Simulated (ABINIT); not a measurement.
Runs of ABINIT 10.8.3 (patched build) on SnO2 (Cassiterite). The structure is tetragonal, space group P4_2/mnm (No. 136). The conventional cell has a = 4.738 Å, b = 4.738 Å, c = 3.187 Å, α = 90.00°, β = 90.00°, γ = 90.00°. Sn (site symmetry mmm) is surrounded by 6 O at 2.05 to 2.06 Å. O (site symmetry m2m) is surrounded by 3 Sn at 2.05 to 2.06 Å. 

```tsv
level	potentials or basis	k mesh	mesh quality	gap on the mesh (eV)	pressure (GPa)	largest force (eV/Å)
LDA	JTH PAW LDA v2.0	4 × 4 × 5	not flagged	1.13	-1.6	0.14
PBEsol	JTH PAW PBE v2.0	4 × 4 × 5	not flagged	1.18	3.8	0.20
LDA	JTH PAW LDA v2.0	2 × 2 × 3	coarse	1.11	-2.0	0.13
PBEsol	JTH PAW PBE v2.0	2 × 2 × 3	coarse	1.16	3.4	(a)
PBE	JTH PAW PBE v2.0	5 × 5 × 6	not flagged	1.28	10.0	0.26
PBEsol	JTH PAW PBE v2.0	5 × 5 × 6	not flagged	1.18	3.8	0.20
PBE	JTH PAW PBE v2.0	4 × 4 × 5	not flagged	1.28	10.0	0.26
LDA	JTH PAW LDA v2.0	5 × 5 × 6	not flagged	1.13	-1.6	0.14
PBE	JTH PAW PBE v2.0	2 × 2 × 3	coarse	(b)	9.7	0.25
```

Alike in all rows: task single point; no spin polarisation; cell as given; cutoff (eV) 626; smearing fermi-dirac 0.05 eV.

Task: Fill in the values left out.

Result: (a) 0.19; (b) 1.26.

Caveats: some runs use coarse meshes; spin-orbit coupling is left out, which moves the levels of the heavy elements; the atomic spheres overlap; the PAW data sets were made with another functional, which shifts forces and pressure a little (some runs).

A k mesh can miss the band edges, and the runs leave out spin-orbit coupling on Sn.
